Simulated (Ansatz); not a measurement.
# Zr: the change of largest V_zz and pressure with volume scale

Periodic Kohn-Sham DFT of a crystal at fixed atoms, scaled to volume_scale times the given cell; pressure positive in compression, energy less spherical unpolarised free atoms, largest_vzz the field gradient of largest size among the nuclei. The results are calculated, by Ansatz 0.2.0.

The cell before it is scaled or strained (space group P6_3/mmc, No. 194):
```
CELL_PARAMETERS angstrom
3.23200 0.00000 0.00000
-1.61600 2.79900 0.00000
0.00000 0.00000 5.14700
ATOMIC_POSITIONS crystal
Zr 0.33333 0.66667 0.25000
Zr 0.66667 0.33333 0.75000
```

Settings of every row: method all-electron PAW; functional PBE; relativity scalar; k mesh 13x13x7; filling fermi-dirac; smearing width 0.08 eV; nucleus gaussian.

Atom start moment: 0 on all atoms.

Limits: no gap: field gradients move with the k mesh.

| row | volume scale | V (Å³/atom) | largest V_zz (1e21 V/m^2) | pressure (GPa) |
| --- | --- | --- | --- | --- |
| 1 | 0.94 | 21.884 | 4.794 | 7.035 |
| 2 | 0.95 | 22.117 | 4.7 | 5.829 |
| 3 | 0.96 | 22.35 | ? | ? |
| 4 | 0.98 | 22.815 | 4.411 | 2.503 |
| 5 | 0.99 | 23.048 | 4.316 | 1.486 |
| 6 | 1 | 23.281 | 4.223 | 0.511 |
| 7 | 1.01 | 23.514 | 4.132 | -0.422 |
| 8 | 1.02 | 23.746 | 4.042 | -1.316 |
| 9 | 1.04 | 24.212 | 3.871 | -2.993 |
| 10 | 1.05 | 24.445 | 3.788 | -3.779 |
| 11 | 1.06 | 24.678 | 3.709 | -4.532 |

Question: what largest V_zz and pressure should row 3 give?

Worked fit of largest V_zz. Take t = volume scale − 1. The shown rows have t = -0.06, -0.05, -0.02, -0.01, 0, 0.01, 0.02, 0.04, 0.05, 0.06. Least squares give largest V_zz = 4.2232 − 9.089 × t + 7.97 × t² 1e21 V/m^2; a straight line predicts inner rows, each left out in turn, worse (root mean square 0.011 against 0.0024 1e21 V/m^2). The rows lie off it by -0.003, 0.002, 0.003, 0.001, 0.000, -0.001, -0.003, -0.001, -0.001, 0.002. The withheld row has t = -0.04, so the fit gives 4.2232 − 9.089 × (-0.04) + 7.97 × (-0.04)² = 4.600 1e21 V/m^2.

The calculation gave 4.604 1e21 V/m^2. The fit lies 0.004 1e21 V/m^2 (0.37 % of the column's range) below it; its largest miss of a shown row is 0.003 1e21 V/m^2.

Worked fit of pressure. Take u = (V_r/V)^(2/3) − 1 with V_r = 23.398 Å³ an atom, which is twice the finite (Eulerian) strain; such expansions in the strain, on which the Birch-Murnaghan equation of state is built, carry the rest volume and the bulk modulus. The shown rows have u = 0.04561, 0.03825, 0.01696, 0.0101, 0.00335, -0.00329, -0.00979, -0.02254, -0.02876, -0.03488. Least squares give pressure = 0.0365 + 140.717 × u + 279.42 × u² GPa; a straight line predicts inner rows, each left out in turn, worse (root mean square 0.17 against 0.0012 GPa). The rows lie off it by -0.001, 0.001, 0.000, 0.000, 0.000, 0.001, -0.002, 0.000, 0.000, 0.000. The pressure vanishes at u = -0.0003, or V = 23.41 Å³ an atom, and there the bulk modulus at fixed shape and fractions is B = −V dP/dV = (2/3)(1 + u) dP/du = 93.7 GPa. Letting shape and atoms relax would as a rule lower it, by much in layered, chain or molecular crystals. The withheld row has u = 0.03102, so the fit gives 0.0365 + 140.717 × (0.03102) + 279.42 × (0.03102)² = 4.670 GPa.

The calculation gave 4.673 GPa. The fit lies 0.003 GPa (0.026 % of the column's range) below it; its largest miss of a shown row is 0.002 GPa.
